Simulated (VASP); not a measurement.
# Y in VASP: further runs

One slab, Y, is run at these levels: RPBE, PBE+D3; tasks: relaxation of the atoms.

Program: VASP 6.6.1. These are calculated values, not measurements. Logs are shortened: lines on timing, memory, paths and dates and some standing lists are left out, and cuts for length are marked.

## (1) The cell of the first run

The cell holds a slab with vacuum, 4 atoms: a = 3.651 Å, b = 3.651 Å, c = 23.621 Å, α = 90.00°, β = 90.00°, γ = 120.00°.

The slab is cut from a database's or a generator's crystal, which needn't be the stable form of the element.

## (2) Relaxation of the atoms, RPBE (the (0 0 1) slab of Y, cut from the database cell, not relaxed)

Contents of INCAR:

```
SYSTEM = Y
ALGO = Normal ; DIPOL = 0.5 0.5 0.500
EDIFF = 1E-6 ; EDIFFG = -0.02
ENCUT = 520 ; GGA = RP
IBRION = 2 ; IDIPOL = 3
ISIF = 2 ; ISMEAR = 0
LASPH = .TRUE. ; LCHARG = .FALSE.
LDIPOL = .TRUE. ; LREAL = .FALSE.
LWAVE = .FALSE. ; NELM = 100
NSW = 40 ; PREC = Accurate
SIGMA = 0.05
```

Contents of KPOINTS:

```
k-points
0
G
  8 8 1
  0 0 0
```

Contents of POSCAR:

```
Y
1.0
    3.6514992371      0.0000000000      0.0000000000
   -1.8257496186      3.1622911012      0.0000000000
    0.0000000000      0.0000000000     23.6211000000
Y
4
Selective dynamics
Direct
    0.6666666667      0.3333333334      0.3175127323  F F F
    0.3333333333      0.6666666666      0.4391709108  F F F
    0.6666666667      0.3333333334      0.5608290892  T T T
    0.3333333333      0.6666666666      0.6824872677  T T T
```

Potentials or basis: VASP PAW PBE potentials, release 64 (Y_sv).

Run with:

```bash
> cat potpaw_PBE.64/Y_sv/POTCAR > POTCAR
> mpirun -np 1 vasp_std > vasp.out
```

OUTCAR:

```text
SYSTEM = Y
   EDIFF = 1E-6
   EDIFFG = -0.02
   ENCUT = 520
   GGA = RP
   IBRION = 2
   ISIF = 2
   ISMEAR = 0
   LASPH = .TRUE.
   LREAL = .FALSE.
   NELM = 100
   NSW = 40
   PREC = Accurate

 ion  position               nearest neighbor table
   1  0.667  0.333  0.318-   2 3.56   2 3.56   2 3.56
   2  0.333  0.667  0.439-   3 3.56   3 3.56   3 3.56   1 3.56   1 3.56   1 3.56
   3  0.667  0.333  0.561-   2 3.56   2 3.56   2 3.56   4 3.56   4 3.56   4 3.56
   4  0.333  0.667  0.682-   3 3.56   3 3.56   3 3.56

  LATTYP: Found a hexagonal cell.
 ALAT       =     3.6514992371
 C/A-ratio  =     6.4688771560

  Lattice vectors:

 A1 = (   3.6514992371,   0.0000000000,   0.0000000000)
 A2 = (  -1.8257496186,   3.1622911012,   0.0000000000)
 A3 = (   0.0000000000,   0.0000000000,  23.6211000000)

Analysis of symmetry for initial positions (statically):
=====================================================================
 Subroutine PRICEL returns:
 Original cell was already a primitive cell.

 Routine SETGRP: Setting up the symmetry group for a
 hexagonal supercell.

 Subroutine GETGRP returns: Found 12 space group operations
 (whereof 12 operations were pure point group operations)
 out of a pool of 24 trial point group operations.

The static configuration has the point symmetry D_3d.

Analysis of symmetry for dynamics (positions and initial velocities):
=====================================================================
 Subroutine PRICEL returns:
 Original cell was already a primitive cell.

 Routine SETGRP: Setting up the symmetry group for a
 hexagonal supercell.

 Subroutine GETGRP returns: Found 12 space group operations
 (whereof 12 operations were pure point group operations)
 out of a pool of 24 trial point group operations.

The dynamic configuration has the point symmetry D_3d.

Analysis of constrained symmetry for selective dynamics:
=====================================================================
 Subroutine PRICEL returns:
 Original cell was already a primitive cell.

 Routine SETGRP: Setting up the symmetry group for a
 hexagonal supercell.

 Subroutine GETGRP returns: Found  6 space group operations
 (whereof  6 operations were pure point group operations)
 out of a pool of 24 trial point group operations.

[... 130 lines left out ...]

 number of electron      44.0000002 magnetization

 Free energy of the ion-electron system (eV)
  ---------------------------------------------------
  ext. energy  EPLUGINS =         0.00000000
  ---------------------------------------------------
  free energy    TOTEN  =       -23.08416556 eV

  energy without entropy =      -23.07234199  energy(sigma->0) =      -23.07825378

------------------------ aborting loop because EDIFF is reached ----------------------------------------

  FORCE on cell =-STRESS in cart. coord.  units (eV):
  Direction    XX          YY          ZZ          XY          YZ          ZX
  --------------------------------------------------------------------------------------
  -------------------------------------------------------------------------------------
  Total       -0.2864748     -0.2864748     -0.2190409      0.0000000     -0.0000000     -0.0000000
  in kB       -1.6827666     -1.6827666     -1.2866567      0.0000000     -0.0000000     -0.0000000
  external PRESSURE =      -1.5507300 kB  Pullay stress =       0.0000000 kB
[... 65 lines left out ...]
 number of electron      44.0000002 magnetization

------------------------ aborting loop because EDIFF is reached ----------------------------------------

 vacuum level on the upper side and lower side of the slab       (xc-potential included)        -0.163         0.004

  FORCE on cell =-STRESS in cart. coord.  units (eV):
  Direction    XX          YY          ZZ          XY          YZ          ZX
  --------------------------------------------------------------------------------------
  -------------------------------------------------------------------------------------
  Total       -0.2397073     -0.2397073     -0.1301207      0.0000000      0.0000000     -0.0000000
  in kB       -1.4080519     -1.4080519     -0.7643348      0.0000000      0.0000000     -0.0000000
  external PRESSURE =      -1.1934795 kB  Pullay stress =       0.0000000 kB
[... 19 lines left out ...]
  FREE ENERGIE OF THE ION-ELECTRON SYSTEM (eV)
  ---------------------------------------------------
  free  energy   TOTEN  =       -23.0874314535 eV

  energy  without entropy=      -23.0749546572  energy(sigma->0) =      -23.08119306

 dipolmoment           0.000000      0.000000      0.007715 electrons x Angstroem

--------------------------------------- Ionic step        4  -------------------------------------------

 number of electron      44.0000002 magnetization

 dipolmoment           0.000000      0.000000     -0.001479 electrons x Angstroem

 Free energy of the ion-electron system (eV)
  ---------------------------------------------------
  ext. energy  EPLUGINS =         0.00000000
  ---------------------------------------------------
  free energy    TOTEN  =       -23.08750828 eV

  energy without entropy =      -23.07486975  energy(sigma->0) =      -23.08118901

 E-fermi :   0.0229     XC(G=0):  -5.3060

 val. band max:       -0.0002052481   @ k =   0.2500   0.0000   0.0000
 cond. band min:       0.0371029456   @ k =   0.1250   0.1250   0.0000
 fundamental gap:      0.0373081936
 Fermi energy:         0.0229004847

 k-point     1 :       0.0000    0.0000    0.0000
  band No.  band energies     occupation
      1     -43.2091      2.00000
      2     -43.1684      2.00000
      3     -42.6373      2.00000
      4     -42.5787      2.00000
      5     -23.2753      2.00000
      6     -23.2417      2.00000
[... 279 lines left out ...]
     25       0.5020      0.00000
     26       0.5169      0.00000

------------------------ aborting loop because EDIFF is reached ----------------------------------------

 vacuum level on the upper side and lower side of the slab       (xc-potential included)        -0.212        -0.173

  FORCE on cell =-STRESS in cart. coord.  units (eV):
  Direction    XX          YY          ZZ          XY          YZ          ZX
  --------------------------------------------------------------------------------------
  -------------------------------------------------------------------------------------
  Total       -0.2345092     -0.2345092     -0.1192032      0.0000000     -0.0000000     -0.0000000
  in kB       -1.3775179     -1.3775179     -0.7002052      0.0000000     -0.0000000     -0.0000000
  external PRESSURE =      -1.1517470 kB  Pullay stress =       0.0000000 kB
[... 19 lines left out ...]
  FREE ENERGIE OF THE ION-ELECTRON SYSTEM (eV)
  ---------------------------------------------------
  free  energy   TOTEN  =       -23.0875082819 eV

  energy  without entropy=      -23.0748697458  energy(sigma->0) =      -23.08118901

 reached required accuracy - stopping structural energy minimisation

 vacuum level on the upper side and lower side of the slab         2.943         2.979
```

Wall time 6.7 min (1 thread of Intel Xeon Platinum 8488C (Sapphire Rapids), shared host); peak memory 0.4 GiB.

What came out:

| Quantity | Value |
| --- | --- |
| Free energy | -23.0875 eV |
| Energy gained by relaxing | 0.8 meV/atom |
| Ionic steps | 4 |
| Band gap on the k mesh | none (metal or under the smearing width) |

Step by step:
```tsv
step	energy change (eV)	largest force (eV/Å)	pressure (GPa)
1	0.0000	0.1530	-0.16
2	-0.0013	0.1387	-0.15
3	-0.0033	0.0998	-0.12
4	-0.0033	0.0912	-0.12
```

Final structure:
```
CELL_PARAMETERS angstrom
3.65150 0.00000 0.00000
-1.82575 3.16229 0.00000
0.00000 0.00000 23.62110
ATOMIC_POSITIONS crystal
Y 0.66667 0.33333 0.31751
Y 0.33333 0.66667 0.43917
Y 0.66667 0.33333 0.56230
Y 0.33333 0.66667 0.68176
```

Caveat: the PAW data sets were made with another functional, which shifts forces and pressure a little.

## (3) Relaxation of the atoms, PBE+D3 (the (0 0 1) slab of Y, cut from the database cell, not relaxed)

Contents of INCAR:

```
PREC     = Accurate       # precision mode
ENCUT    = 520            # plane-wave cutoff, eV
EDIFF    = 1E-6           # SCF threshold, eV
ISMEAR   = 0              # smearing method
SIGMA    = 0.05           # smearing width, eV
LREAL    = False          # projectors in reciprocal space
LASPH    = True           # aspherical terms in the spheres
NELM     = 100            # most SCF steps
ALGO     = Fast           # electronic algorithm
ISIF     = 2              # what is computed and relaxed
LWAVE    = False          # write WAVECAR
LCHARG   = False          # write CHGCAR
LDIPOL   = True         
IDIPOL   = 3            
DIPOL    = 0.5 0.5 0.500
GGA      = PE             # functional
IVDW     = 11             # dispersion correction
IBRION   = 2              # ionic algorithm
NSW      = 40             # ionic steps
EDIFFG   = -0.005         # ionic threshold
```

Contents of KPOINTS:

```
regular mesh
0
Gamma
  8 8 1
```

POSCAR is that of step 2.

Potentials or basis: VASP PAW PBE potentials, release 64 (Y_sv).

Run with:

```bash
> cat potpaw_PBE.64/Y_sv/POTCAR > POTCAR
> mpirun -np 1 vasp_std > vasp.out
```

OUTCAR:

```text
PREC = Accurate
   ENCUT = 520
   EDIFF = 1E-6
   ISMEAR = 0
   LREAL = False
   LASPH = True
   NELM = 100
   ISIF = 2
   GGA = PE
   IVDW = 11
   IBRION = 2
   NSW = 40
   EDIFFG = -0.005
 IVDW          = 11

 ion  position               nearest neighbor table
   1  0.667  0.333  0.318-   2 3.56   2 3.56   2 3.56
   2  0.333  0.667  0.439-   3 3.56   3 3.56   3 3.56   1 3.56   1 3.56   1 3.56
   3  0.667  0.333  0.561-   2 3.56   2 3.56   2 3.56   4 3.56   4 3.56   4 3.56
   4  0.333  0.667  0.682-   3 3.56   3 3.56   3 3.56

  LATTYP: Found a hexagonal cell.
 ALAT       =     3.6514992371
 C/A-ratio  =     6.4688771560

  Lattice vectors:

 A1 = (   3.6514992371,   0.0000000000,   0.0000000000)
 A2 = (  -1.8257496186,   3.1622911012,   0.0000000000)
 A3 = (   0.0000000000,   0.0000000000,  23.6211000000)

Analysis of symmetry for initial positions (statically):
=====================================================================
 Subroutine PRICEL returns:
 Original cell was already a primitive cell.

 Routine SETGRP: Setting up the symmetry group for a
 hexagonal supercell.

 Subroutine GETGRP returns: Found 12 space group operations
 (whereof 12 operations were pure point group operations)
[... 344 lines left out ...]

 number of electron      44.0000002 magnetization

------------------------ aborting loop because EDIFF is reached ----------------------------------------
[... 37 lines left out ...]
--------------------------------------- Ionic step       13  -------------------------------------------

 number of electron      44.0000002 magnetization

 dipolmoment           0.000000      0.000000     -0.002594 electrons x Angstroem

 Free energy of the ion-electron system (eV)
  ---------------------------------------------------
  ext. energy  EPLUGINS =         0.00000000
  ---------------------------------------------------
  free energy    TOTEN  =       -24.26689539 eV

  energy without entropy =      -24.25423184  energy(sigma->0) =      -24.26056361

 E-fermi :  -0.0980     XC(G=0):  -5.2944

 val. band max:       -0.1130541807   @ k =   0.1250   0.1250   0.0000
 cond. band min:      -0.0863290835   @ k =   0.2500   0.0000   0.0000
 fundamental gap:      0.0267250972
 Fermi energy:        -0.0980446074

 k-point     1 :       0.0000    0.0000    0.0000
  band No.  band energies     occupation
      1     -43.2991      2.00000
      2     -43.1929      2.00000
      3     -42.6741      2.00000
      4     -42.5391      2.00000
      5     -23.3605      2.00000
      6     -23.2799      2.00000
[... 279 lines left out ...]
     25       0.4148      0.00000
     26       0.4535      0.00000

------------------------ aborting loop because EDIFF is reached ----------------------------------------

 vacuum level on the upper side and lower side of the slab       (xc-potential included)        -0.135        -0.097

 Edisp (eV)   -0.74736

 E8    (eV) :    -0.4902

  FORCE on cell =-STRESS in cart. coord.  units (eV):
  Direction    XX          YY          ZZ          XY          YZ          ZX
  --------------------------------------------------------------------------------------
  -------------------------------------------------------------------------------------
  Total      -2.03616    -2.03616    -0.71295     0.00000     0.00000    -0.00000
  in kB     -11.96050   -11.96050    -4.18788     0.00000     0.00000    -0.00000
  external pressure =       -9.37 kB  Pullay stress =        0.00 kB
[... 19 lines left out ...]
  FREE ENERGIE OF THE ION-ELECTRON SYSTEM (eV)
  ---------------------------------------------------
  free  energy   TOTEN  =       -25.0142556828 eV

  energy  without entropy=      -25.0015921325  energy(sigma->0) =      -25.00792391

 reached required accuracy - stopping structural energy minimisation

 vacuum level on the upper side and lower side of the slab         3.004         3.043
```

It took 24 min on 1 thread of Intel Xeon Platinum 8488C (Sapphire Rapids), shared host; peak memory 0.41 GiB.

What came out:

| Quantity | Value |
| --- | --- |
| Free energy | -25.0143 eV |
| Energy gained by relaxing | 5.6 meV/atom |
| Ionic steps | 13 |
| Band gap on the k mesh | none (metal or under the smearing width) |
| Dispersion energy per atom | -0.187 eV |

Step by step:
```csv
step,energy change (eV),largest force (eV/Å),pressure (GPa)
1,0.0000,0.2539,-1.30
2,-0.0036,0.2513,-1.28
3,-0.0094,0.2470,-1.22
4,-0.0107,0.2379,-1.10
5,-0.0120,0.2420,-1.16
6,-0.0136,0.2410,-1.14
7,-0.0177,0.2380,-1.08
8,-0.0222,0.2331,-0.97
9,-0.0225,0.2360,-0.93
10,-0.0225,0.2335,-0.94
11,-0.0225,0.2310,-0.94
12,-0.0225,0.2330,-0.93
13,-0.0225,0.2316,-0.94
```

Final structure:
```xyz
4
Lattice="3.6515 0.0000 0.0000 -1.8257 3.1623 0.0000 0.0000 0.0000 23.6211" Properties=species:S:1:pos:R:3 pbc="T T T"
Y     1.8258    1.0541    7.5000
Y     0.0000    2.1082   10.3737
Y     1.8258    1.0541   13.1827
Y     0.0000    2.1082   15.9208
```

Levels at points of the mesh, in eV from the Fermi level:
```
           k point  band 20  band 21  band 22  band 23  band 24  band 25
(0.00, 0.00, 0.00)    -2.04     0.15     0.19     0.88     1.22     1.50
(0.50, 0.00, 0.00)    -1.22    -0.59    -0.22    -0.05     0.52     0.64
```
